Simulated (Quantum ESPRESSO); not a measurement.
A run of Quantum ESPRESSO 7.5 is set up as follows.

Contents of run.py:

```python
import numpy as np
from ase.calculators.espresso import Espresso, EspressoProfile
from ase.io import read

atoms = read('AlN.cif')

input_data = {
    'control': {'calculation': 'scf', 'prefix': 'pwscf', 'outdir': './tmp', 'tprnfor': True, 'tstress': True, 'disk_io': 'nowf'},
    'system': {'ecutwfc': 84.0, 'nbnd': 9, 'input_dft': 'revpbe', 'occupations': 'smearing', 'smearing': 'fd', 'degauss': 0.00367493},
    'electrons': {'conv_thr': 4e-10, 'electron_maxstep': 120, 'mixing_beta': 0.5},
}
pseudopotentials = {'N': 'N.upf', 'Al': 'Al.upf'}
profile = EspressoProfile(command='pw.x', pseudo_dir='pseudo')
dft = Espresso(profile=profile, input_data=input_data, pseudopotentials=pseudopotentials, kpts=(10, 10, 10), koffset=(0, 0, 0))
from ase.calculators.mixing import SumCalculator
from dftd4.ase import DFTD4
d4 = DFTD4(method='revpbe')
atoms.calc = SumCalculator([dft, d4])

from ase.eos import EquationOfState
from ase.units import GPa
cell, v, e = atoms.cell.copy(), [], []
for x in [0.94, 0.96, 0.98, 1.0, 1.02, 1.04, 1.06]:
    atoms.set_cell(cell * x ** (1 / 3), scale_atoms=True)
    v.append(atoms.get_volume() / len(atoms))
    e.append(atoms.get_potential_energy() / len(atoms))
    print(f'V {v[-1]:.6f} A^3/atom  E {e[-1]:.8f} eV/atom')
v0, e0, b0 = EquationOfState(v, e, eos='birchmurnaghan').fit()
print(f'V0 {v0:.5f} A^3/atom  E0 {e0:.6f} eV/atom  B0 {b0 / GPa:.2f} GPa')
```

The input AlN.cif:

```cif
data_AlN
_cell_length_a 3.08863331
_cell_length_b 3.08863331
_cell_length_c 3.08863331
_cell_angle_alpha 60.00000000
_cell_angle_beta 60.00000000
_cell_angle_gamma 60.00000000
_space_group_name_H-M_alt 'P1'
_space_group_name_Hall 'P 1'
_space_group_IT_number 1
loop_
_space_group_symop_operation_xyz
'x,y,z'
loop_
_atom_site_label
_atom_site_type_symbol
_atom_site_symmetry_multiplicity
_atom_site_Wyckoff_symbol
_atom_site_fract_x
_atom_site_fract_y
_atom_site_fract_z
_atom_site_occupancy
Al1 Al 1 a 0.0000000000 0.0000000000 0.0000000000 1
N1 N 1 a 0.2500000000 0.2500000000 0.2500000000 1
```

Potentials or basis: PseudoDojo 0.4.1 SR PBE standard.

The run is started by

```sh
$ OMP_NUM_THREADS=1 python run.py
```

(1) Predict the pressure derivative of the bulk modulus.

(2) Predict the bulk modulus.

(3) Predict the equilibrium volume.

Results:

(1) 5.5 (rough: it moves with the points fitted).

(2) 215 GPa.

(3) 10.15 Å³/atom.

Caveat: the potentials were made for another functional, which shifts forces and pressure.
